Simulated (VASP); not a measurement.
# WS2 (Tungstenite) (P6_3/mmc) in VASP: a series of runs

One crystal, WS2 (Tungstenite), is run at these levels: PBEsol; tasks: equation of state.

Everything below comes from runs of VASP 6.6.1. Logs are shortened: lines on timing, memory, paths and dates and some standing lists are left out, and cuts for length are marked.

## Step 1: The crystal as given

It takes space group P6_3/mmc (No. 194, hexagonal). The conventional cell has a = 3.146 Å, b = 3.146 Å, c = 12.548 Å, α = 90.00°, β = 90.00°, γ = 120.00°. Around W (site symmetry -6m2) lie 6 S at 2.40 Å. S (site symmetry 3m) is surrounded by 3 W at 2.40 Å.

## Step 2: Equation of state, PBEsol, 17.21 Å³/atom (a relaxed cell with its volume scaled by 0.96)

File INCAR:

```
SYSTEM = WS2
PREC = Accurate ; ENCUT = 520
EDIFF = 1E-6 ; ISMEAR = 0
SIGMA = 0.02 ; LREAL = .FALSE.
LASPH = .TRUE. ; NELM = 60
ALGO = Fast ; ISIF = 2
LWAVE = .FALSE. ; LCHARG = .FALSE.
GGA = PS ; KPAR = 2
```

File KPOINTS:

```
Automatic mesh
0
G
  8 8 4
  0 0 0
```

File POSCAR:

```
WS2                                     
1.0
    3.1036225299     -0.0000000000     -0.0000000000
   -1.5518112649      2.6878159546      0.0000000000
    0.0000000000      0.0000000000     12.3785119190
  W               S             
     2     4
Direct
     0.6666666667000030    0.3333333332999970    0.7500000000000000
     0.3333333332999970    0.6666666667000030    0.2500000000000000
     0.6666666667000030    0.3333333332999970    0.3750341497493165
     0.3333333332999970    0.6666666667000030    0.8750341497493165
     0.6666666667000030    0.3333333332999970    0.1249658502506835
     0.3333333332999970    0.6666666667000030    0.6249658502506835
```

Potentials or basis: VASP PAW PBE potentials, release 64 (W_sv, S).

Run with:

```bash
$ cat potpaw_PBE.64/W_sv/POTCAR potpaw_PBE.64/S/POTCAR > POTCAR
$ mpirun -np 2 vasp_std > vasp.out
```

OUTCAR:

```text
SYSTEM = WS2
   PREC = Accurate
   ENCUT = 520
   EDIFF = 1E-6
   ISMEAR = 0
   LREAL = .FALSE.
   LASPH = .TRUE.
   NELM = 60
   ISIF = 2
   GGA = PS

 ion  position               nearest neighbor table
   1  0.667  0.333  0.750-   4 2.37   6 2.37   4 2.37   6 2.37   4 2.37   6 2.37
   2  0.333  0.667  0.250-   3 2.37   5 2.37   3 2.37   5 2.37   3 2.37   5 2.37
   3  0.667  0.333  0.375-   2 2.37   2 2.37   2 2.37
   4  0.333  0.667  0.875-   1 2.37   1 2.37   1 2.37
   5  0.667  0.333  0.125-   2 2.37   2 2.37   2 2.37
   6  0.333  0.667  0.625-   1 2.37   1 2.37   1 2.37

  LATTYP: Found a hexagonal cell.
 ALAT       =     3.1036225299
 C/A-ratio  =     3.9884076751

  Lattice vectors:

 A1 = (   3.1036225299,   0.0000000000,   0.0000000000)
 A2 = (  -1.5518112649,   2.6878159546,   0.0000000000)
 A3 = (   0.0000000000,   0.0000000000,  12.3785119190)

Analysis of symmetry for initial positions (statically):
=====================================================================
 Subroutine PRICEL returns:
 Original cell was already a primitive cell.

 Routine SETGRP: Setting up the symmetry group for a
 hexagonal supercell.

 Subroutine GETGRP returns: Found 24 space group operations
 (whereof 12 operations were pure point group operations)
 out of a pool of 24 trial point group operations.

The static configuration has the point symmetry D_3d.
 The point group associated with its full space group is D_6h.

Analysis of symmetry for dynamics (positions and initial velocities):
=====================================================================
 Subroutine PRICEL returns:
 Original cell was already a primitive cell.

 Routine SETGRP: Setting up the symmetry group for a
 hexagonal supercell.

 Subroutine GETGRP returns: Found 24 space group operations
 (whereof 12 operations were pure point group operations)
 out of a pool of 24 trial point group operations.

The dynamic configuration has the point symmetry D_3d.
 The point group associated with its full space group is D_6h.

 Subroutine INISYM returns: Found 24 space group operations
 (whereof 12 operations are pure point group operations),
 and found     1 'primitive' translations

----------------------------------------------------------------------------------------

                                     Primitive cell

  volume of cell :     103.2611

  direct lattice vectors                    reciprocal lattice vectors
     3.103622530  0.000000000  0.000000000     0.322204131  0.186024642  0.000000000
    -1.551811265  2.687815955  0.000000000     0.000000000  0.372049283  0.000000000
     0.000000000  0.000000000 12.378511919     0.000000000  0.000000000  0.080785155

  length of vectors
     3.103622530  3.103622530 12.378511919     0.372049283  0.372049283  0.080785155

  position of ions in fractional coordinates (direct lattice)
     0.666666667  0.333333333  0.750000000
     0.333333333  0.666666667  0.250000000
     0.666666667  0.333333333  0.375034150
     0.333333333  0.666666667  0.875034150
     0.666666667  0.333333333  0.124965850
     0.333333333  0.666666667  0.624965850

  ion indices of the primitive-cell ions
   primitive index   ion index
                 1           1
                 2           2
                 3           3
                 4           4
                 5           5
                 6           6

----------------------------------------------------------------------------------------

 KPOINTS: Automatic mesh

Automatic generation of k-mesh.
 Grid dimensions read from file:
 generate k-points for:    8    8    4

 Generating k-lattice:

  Cartesian coordinates                     Fractional coordinates (reciprocal lattice)
     0.040275516  0.023253080  0.000000000     0.125000000 -0.000000000  0.000000000
     0.000000000  0.046506160  0.000000000     0.000000000  0.125000000  0.000000000
     0.000000000  0.000000000  0.020196289     0.000000000  0.000000000  0.250000000

  Length of vectors
     0.046506160  0.046506160  0.020196289

  Shift w.r.t. Gamma in fractional coordinates (k-lattice)
     0.000000000  0.000000000  0.000000000

 Subroutine IBZKPT returns following result:
 ===========================================

 Found     30 irreducible k-points:

 Following reciprocal coordinates:
            Coordinates               Weight
  0.000000  0.000000  0.000000      1.000000
  0.125000 -0.000000  0.000000      6.000000
  0.250000 -0.000000  0.000000      6.000000
  0.375000  0.000000  0.000000      6.000000
  0.500000 -0.000000  0.000000      3.000000
  0.125000  0.125000  0.000000      6.000000
[... 16 lines left out ...]
  0.250000 -0.000000  0.500000      6.000000
  0.375000  0.000000  0.500000      6.000000
 [... further k-points ...]
   k-points           NKPTS =     30   k-points in BZ     NKDIM =     30   number of bands    NBANDS=     31
   number of dos      NEDOS =    301   number of ions     NIONS =      6
   total plane-waves  NPLWV =  55296
   dimension x,y,z NGX =    24 NGY =   24 NGZ =   96
   dimension x,y,z NGXF=    48 NGYF=   48 NGZF=  192
   ions per type =               2   4
   NGX,Y,Z   is equivalent  to a cutoff of  12.86, 12.86, 12.89 a.u.
   NGXF,Y,Z  is equivalent  to a cutoff of  25.71, 25.71, 25.79 a.u.
 SYSTEM =  WS2
   PREC   = accura    normal or accurate (medium, high low for compatibility)
   ISTART =      0    job   : 0-new  1-cont  2-samecut
   ICHARG =      2    charge: 1-file 2-atom 10-const
   ISPIN  =      1    spin polarized calculation?
   LNONCOLLINEAR =      F non collinear calculations
   LSORBIT =      F    spin-orbit coupling
   LASPH  =      T    aspherical Exc in radial PAW
   ENCUT  =  520.0 eV  38.22 Ry    6.18 a.u.   5.77  5.77 23.02*2*pi/ulx,y,z
   NELM   =     60;   NELMIN=  2; NELMDL= -5     # of ELM steps
   EDIFF  = 0.1E-05   stopping-criterion for ELM
   LREAL  =      F    real-space projection
   EDIFFG = 0.1E-04   stopping-criterion for IOM
   NSW    =      0    number of steps for IOM
   IBRION =     -1    ionic relax: 0-MD 1-quasi-New 2-CG
   NFREE  =      0    steps in history (QN), initial steepest desc. (CG)
   ISIF   =      2    stress and relaxation
   ISYM   =      2    0-nonsym 1-usesym 2-fastsym
   POTIM  = 0.5000    time-step for ionic-motion
   TEBEG  =    0.0;   TEEND  =   0.0 temperature during run
   PSTRESS=    0.0 pullay stress
   NELECT =      52.0000    total number of electrons
   NUPDOWN=      -1.0000    fix difference up-down
   EMIN   =  10.00;   EMAX   =-10.00  energy-range for DOS
   EFERMI =   0.00;   METHOD = LEGACY
   ISMEAR =     0;   SIGMA  =   0.02  broadening in eV -4-tet -1-fermi 0-gaus
   EFERMI_NEDOS =   21; number of points for ismear=-14 and -15
   IALGO  =     68    algorithm
   IMIX   =      4    mixing-type and parameters
     AMIX     =   0.40;   BMIX     =  1.00
     AMIX_MAG =   1.60;   BMIX_MAG =  1.00
  volume/ion in A,a.u.               =      17.21       116.14
  Fermi-wavevector in a.u.,A,eV,Ry     =   1.302458  2.461288 23.080873  1.696396
  Thomas-Fermi vector in A             =   2.433525
   LORBIT       =      0    0 simple, 1 ext, 2 COOP (PROOUT), +10 PAW based schemes
   GGA     = PS    functional components
   LHFCALC =     F    Hartree Fock is set to
   AEXX    =    0.0000 exact exchange contribution
   IVDW    =     0    specifies the selected vdW correction
   LEPSILON=     F    determine dielectric tensor
   LRPA    =     F    only Hartree local field effects (RPA)
 non-spin polarized calculation
 RMM-DIIS sequential band-by-band and
 Gauss-broadening in eV      SIGMA  =   0.02
  energy-cutoff  :      520.00
  volume of cell :      103.26
 maximum number of plane-waves:      2797
 NGX is ok and might be reduce to    24
   NGX = 11   NGY = 11   NGZ = 47

 number of electron      52.0000002 magnetization

 Free energy of the ion-electron system (eV)
  ---------------------------------------------------
  ext. energy  EPLUGINS =         0.00000000
  ---------------------------------------------------
  free energy    TOTEN  =       -50.45253768 eV

  energy without entropy =      -50.45253768  energy(sigma->0) =      -50.45253768

 E-fermi :   7.9027     XC(G=0): -11.2317

 val. band max:        7.6999544871   @ k =   0.0000   0.0000   0.0000
 cond. band min:       8.8743941559   @ k =   0.2500   0.1250   0.0000
 fundamental gap:      1.1744396687
 Fermi energy:         7.9027470490

 k-point     1 :       0.0000    0.0000    0.0000
  band No.  band energies     occupation
      1     -66.7260      2.00000
      2     -66.7260      2.00000
      3     -31.0597      2.00000
      4     -31.0596      2.00000
      5     -30.8197      2.00000
      6     -30.8197      2.00000
[... 23 lines left out ...]
     30      10.3267      0.00000
     31      10.4067      0.00000

 k-point     2 :       0.1250   -0.0000    0.0000
  band No.  band energies     occupation
      1     -66.7224      2.00000
      2     -66.7224      2.00000
      3     -31.0473      2.00000
      4     -31.0472      2.00000
      5     -30.8869      2.00000
      6     -30.8869      2.00000
[... 23 lines left out ...]
     30      10.1497      0.00000
     31      10.2080      0.00000

 k-point     3 :       0.2500   -0.0000    0.0000
  band No.  band energies     occupation
      1     -66.7137      2.00000
      2     -66.7137      2.00000
      3     -31.0460      2.00000
      4     -31.0460      2.00000
      5     -31.0172      2.00000
      6     -31.0172      2.00000
[... 23 lines left out ...]
     30      10.1020      0.00000
     31      10.2941      0.00000

 k-point     4 :       0.3750    0.0000    0.0000
  band No.  band energies     occupation
      1     -66.7050      2.00000
      2     -66.7050      2.00000
      3     -31.2010      2.00000
      4     -31.2010      2.00000
      5     -30.9869      2.00000
      6     -30.9869      2.00000
[... 635 lines left out ...]
     30      10.1559      0.00000
     31      10.1647      0.00000

 k-point    23 :       0.2500   -0.0000    0.5000
  band No.  band energies     occupation
      1     -66.7137      2.00000
      2     -66.7137      2.00000
      3     -31.0460      2.00000
      4     -31.0460      2.00000
      5     -31.0172      2.00000
      6     -31.0172      2.00000
[... 23 lines left out ...]
     30       9.8351      0.00000
     31      10.6746      0.00000

 k-point    24 :       0.3750    0.0000    0.5000
  band No.  band energies     occupation
      1     -66.7050      2.00000
      2     -66.7050      2.00000
      3     -31.2010      2.00000
      4     -31.2010      2.00000
      5     -30.9869      2.00000
      6     -30.9869      2.00000
[... 23 lines left out ...]
     30      10.0175      0.00000
     31      11.2371      0.00000

 [... further k-points ...]

------------------------ aborting loop because EDIFF is reached ----------------------------------------

  FORCE on cell =-STRESS in cart. coord.  units (eV):
  Direction    XX          YY          ZZ          XY          YZ          ZX
  --------------------------------------------------------------------------------------
  -------------------------------------------------------------------------------------
  Total        4.7073691      4.7073691      5.1303320      0.0000000      0.0000000      0.0000000
  in kB       73.0385214     73.0385214     79.6011226      0.0000000      0.0000000      0.0000000
  external PRESSURE =      75.2260551 kB  Pullay stress =       0.0000000 kB

 VOLUME and BASIS-vectors are now :
 -----------------------------------------------------------------------------
  energy-cutoff  :      520.00
  volume of cell :      103.26
      direct lattice vectors                 reciprocal lattice vectors
     3.103622530  0.000000000  0.000000000     0.322204131  0.186024642  0.000000000
    -1.551811265  2.687815955  0.000000000     0.000000000  0.372049283  0.000000000
     0.000000000  0.000000000 12.378511919     0.000000000  0.000000000  0.080785155

 POSITION                                       TOTAL-FORCE (eV/Angst)
 -----------------------------------------------------------------------------------
      1.55181      0.89594      9.28388        -0.000000      0.000000     -0.000000
     -0.00000      1.79188      3.09463        -0.000000      0.000000     -0.000000
      1.55181      0.89594      4.64236        -0.000000      0.000000      0.767842
     -0.00000      1.79188     10.83162         0.000000     -0.000000      0.767842
      1.55181      0.89594      1.54689        -0.000000      0.000000     -0.767842
     -0.00000      1.79188      7.73615         0.000000     -0.000000     -0.767842
 -----------------------------------------------------------------------------------
    total drift:                               -0.000000      0.000000     -0.000000

  FREE ENERGIE OF THE ION-ELECTRON SYSTEM (eV)
  ---------------------------------------------------
  free  energy   TOTEN  =       -50.4525376790 eV

  energy  without entropy=      -50.4525376790  energy(sigma->0) =      -50.45253768
```

Wall time 52 s (2 MPI ranks of Intel Xeon Platinum 8488C (Sapphire Rapids), shared host); peak memory 0.25 GiB.

Results:

- Free energy: -50.4525 eV
- Pressure: 7.5 GPa
- Largest force: 0.768 eV/Å
- Band gap on the k mesh: 1.17 eV, indirect (least direct gap 2.43 eV)

Caveat: the PAW data sets were made with another functional, which shifts forces and pressure a little; spin-orbit coupling is left out, which moves the levels of the heavy elements; this functional lacks dispersion, which binds the layers, so the pressure and a relaxed spacing across them are unreliable.

## Step 3: Equation of state, PBEsol, 17.57 Å³/atom (a relaxed cell with its volume scaled by 0.98)

INCAR is that of step 2.

KPOINTS is that of step 2.

Changes to POSCAR since step 2:

```diff
@@ -2,5 +2,5 @@
 1.0
-    3.1036225299     -0.0000000000     -0.0000000000
-   -1.5518112649      2.6878159546      0.0000000000
-    0.0000000000      0.0000000000     12.3785119190
+    3.1250274996     -0.0000000000     -0.0000000000
+   -1.5625137498      2.7063532021      0.0000000000
+    0.0000000000      0.0000000000     12.4638836645
   W               S
```

Potentials or basis: VASP PAW PBE potentials, release 64 (W_sv, S).

Run with:

```bash
$ cat potpaw_PBE.64/W_sv/POTCAR potpaw_PBE.64/S/POTCAR > POTCAR
$ mpirun -np 2 vasp_std > vasp.out
```

Run time: 58 s. Hardware: 2 MPI ranks of Intel Xeon Platinum 8488C (Sapphire Rapids), shared host; peak memory 0.25 GiB.

The run converged. Its results:

```yaml
Free_energy: -50.5277 eV
Pressure: 3.6 GPa
Largest_force: 0.361 eV/Å
Band_gap_on_the_k_mesh: 1.19 eV, indirect (least direct gap 2.37 eV)
```

Caveat: the PAW data sets were made with another functional, which shifts forces and pressure a little; spin-orbit coupling is left out, which moves the levels of the heavy elements; this functional lacks dispersion, which binds the layers, so the pressure and a relaxed spacing across them are unreliable.

## Step 4: Equation of state, PBEsol, 17.93 Å³/atom

INCAR is that of step 3.

KPOINTS is that of step 3.

Changes to POSCAR since step 3:

```diff
@@ -2,5 +2,5 @@
 1.0
-    3.1250274996     -0.0000000000     -0.0000000000
-   -1.5625137498      2.7063532021      0.0000000000
-    0.0000000000      0.0000000000     12.4638836645
+    3.1461431908     -0.0000000000     -0.0000000000
+   -1.5730715954      2.7246399271      0.0000000000
+    0.0000000000      0.0000000000     12.5481016493
   W               S
```

Run with:

```bash
$ cat potpaw_PBE.64/W_sv/POTCAR potpaw_PBE.64/S/POTCAR > POTCAR
$ mpirun -np 2 vasp_std > vasp.out
```

Run time: 61 s. Hardware: 2 MPI ranks of Intel Xeon Platinum 8488C (Sapphire Rapids), shared host; peak memory 0.25 GiB.

The run converged. Its results:

```
Free energy            : -50.5527 eV
Pressure               : 0.1 GPa
Largest force          : 0.016 eV/Å
Band gap on the k mesh : 1.21 eV, indirect (least direct gap 2.31 eV)
```

Caveat: the PAW data sets were made with another functional, which shifts forces and pressure a little; spin-orbit coupling is left out, which moves the levels of the heavy elements; this functional lacks dispersion, which binds the layers, so the pressure and a relaxed spacing across them are unreliable.

## Step 5: Equation of state, PBEsol, 18.29 Å³/atom (a relaxed cell with its volume scaled by 1.02)

INCAR is that of step 4.

KPOINTS is that of step 4.

Changes to POSCAR since step 4:

```diff
@@ -2,5 +2,5 @@
 1.0
-    3.1461431908     -0.0000000000     -0.0000000000
-   -1.5730715954      2.7246399271      0.0000000000
-    0.0000000000      0.0000000000     12.5481016493
+    3.1669791834     -0.0000000000     -0.0000000000
+   -1.5834895917      2.7426844260      0.0000000000
+    0.0000000000      0.0000000000     12.6312040821
   W               S
```

Run with:

```bash
$ cat potpaw_PBE.64/W_sv/POTCAR potpaw_PBE.64/S/POTCAR > POTCAR
$ mpirun -np 2 vasp_std > vasp.out
```

Wall time 55 s (2 MPI ranks of Intel Xeon Platinum 8488C (Sapphire Rapids), shared host); peak memory 0.25 GiB.

The run converged. Its results:

```yaml
Free_energy: -50.5326 eV
Pressure: -3.1 GPa
Largest_force: 0.365 eV/Å
Band_gap_on_the_k_mesh: 1.22 eV, indirect (least direct gap 2.25 eV)
```

Caveat: the PAW data sets were made with another functional, which shifts forces and pressure a little; spin-orbit coupling is left out, which moves the levels of the heavy elements; this functional lacks dispersion, which binds the layers, so the pressure and a relaxed spacing across them are unreliable.

## Step 6: Equation of state, PBEsol, 18.64 Å³/atom (a relaxed cell with its volume scaled by 1.04)

INCAR is that of step 5.

KPOINTS is that of step 5.

Changes to POSCAR since step 5:

```diff
@@ -2,5 +2,5 @@
 1.0
-    3.1669791834     -0.0000000000     -0.0000000000
-   -1.5834895917      2.7426844260      0.0000000000
-    0.0000000000      0.0000000000     12.6312040821
+    3.1875445595     -0.0000000000     -0.0000000000
+   -1.5937722798      2.7604945642      0.0000000000
+    0.0000000000      0.0000000000     12.7132271861
   W               S
```

Potentials or basis: VASP PAW PBE potentials, release 64 (W_sv, S).

Run with:

```bash
$ cat potpaw_PBE.64/W_sv/POTCAR potpaw_PBE.64/S/POTCAR > POTCAR
$ mpirun -np 2 vasp_std > vasp.out
```

Wall time 60 s (2 MPI ranks of Intel Xeon Platinum 8488C (Sapphire Rapids), shared host); peak memory 0.25 GiB.

It converged, with:

```
Free energy            : -50.4721 eV
Pressure               : -6.0 GPa
Largest force          : 0.688 eV/Å
Band gap on the k mesh : 1.23 eV, indirect (least direct gap 2.19 eV)
```

Caveat: the PAW data sets were made with another functional, which shifts forces and pressure a little; spin-orbit coupling is left out, which moves the levels of the heavy elements; this functional lacks dispersion, which binds the layers, so the pressure and a relaxed spacing across them are unreliable.

## Step 7: Equation of state, PBEsol

No new run: the results of the series are fitted here.

Results:

| Item | Value |
| --- | --- |
| Equilibrium volume | 17.94 Å³/atom |
| Bulk modulus at fixed shape and positions | 167 GPa |
| Pressure derivative of the bulk modulus | 4.4 (rough: it moves with the points fitted) |

Energy against volume, from the lowest point:
| volume (Å³/atom) | energy (meV/atom) |
| --- | --- |
| 17.210 | 16.69 |
| 17.569 | 4.16 |
| 17.927 | 0.00 |
| 18.286 | 3.35 |
| 18.644 | 13.43 |

Caveat: the cell was scaled at fixed shape and fractional positions, which overstates the stiffness of a crystal with free parameters, most of all of layers and chains; the PAW data sets were made with another functional, which shifts forces and pressure a little; this functional lacks dispersion, which binds the layers, so the pressure and a relaxed spacing across them are unreliable.
